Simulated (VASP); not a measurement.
# ZnS (Wurtzite-4H): single point with PBEsol

**Measured values to compare with.**

From a printed reference work, monograph, for a bulk crystal of ZnS at 4 K: band gap 3.911 eV (direct).

The system is ZnS (Wurtzite-4H).

```
Zn S
1.0
     3.82270    0.00000    0.00000
    -1.91135    3.31055    0.00000
     0.00000    0.00000   12.52000
Zn S
4 4
Cartesian
  0.0000 0.0000 0.0000
  0.0000 0.0000 6.2600
  0.0000 2.2070 3.1300
  1.9114 1.1035 9.3900
  0.0000 0.0000 2.3475
  0.0000 0.0000 8.6075
  0.0000 2.2070 5.4775
  1.9114 1.1035 11.7375
```

```json
{"Program": "VASP 6.6.1", "Task": "single point", "Functional": "PBEsol", "Potentials or basis": "VASP PAW PBE potentials, release 64 (Zn, S)", "Cutoff": "520 eV", "k mesh": "6 × 6 × 2", "Occupations": "gaussian, width 0.01 eV", "Spin": "no spin polarisation"}
```

| Item | Value |
| --- | --- |
| Pressure | -2.1 GPa |
| Largest force | 0.041 eV/Å |
| Band gap on the k mesh | 2.00 eV, direct |

Forces in eV/Å, atoms in the order of the input:
```
Zn   0.000  0.000  0.021
Zn   0.000  0.000  0.021
Zn   0.000  0.000  0.007
Zn   0.000  0.000  0.007
S    0.000  0.000 -0.041
S    0.000  0.000 -0.041
S    0.000  0.000  0.014
S    0.000  0.000  0.014
```

Stress tensor (GPa, compression positive):
```
-1.99  0.00  0.00
 0.00 -1.99  0.00
 0.00  0.00 -2.17
```

Levels at points of the mesh, in eV from the valence-band top:
```csv
k point,band 32,band 33,band 34,band 35,band 36,band 37,band 38,band 39,band 40,band 41
"(0.00, 0.00, 0.00)",-0.46,-0.46,-0.04,0.00,0.00,2.00,3.08,3.27,3.51,6.26
"(0.50, 0.00, 0.00)",-1.62,-1.61,-1.59,-1.12,-0.88,3.18,3.22,3.64,4.23,4.79
"(0.00, 0.00, 0.50)",-0.76,-0.14,-0.14,-0.14,-0.14,2.87,2.87,3.20,3.20,6.18
"(0.50, 0.00, 0.50)",-2.06,-1.53,-1.53,-1.11,-1.11,3.57,3.57,3.90,3.90,4.58
```

Wall time 99 s on 1 thread of AMD EPYC 7R13 (shared host), peak memory 0.3 GiB.

Measured gap of ZnS: 3.911 eV (direct; 4 K; a printed reference work, monograph). This calculation gives 2.00 eV (-1.92 eV). The value is that of PBEsol, without temperature or zero-point motion. Semilocal functionals fall short of measured gaps as a rule.

Caveat: the PAW data sets were made with another functional, which shifts forces and pressure a little.
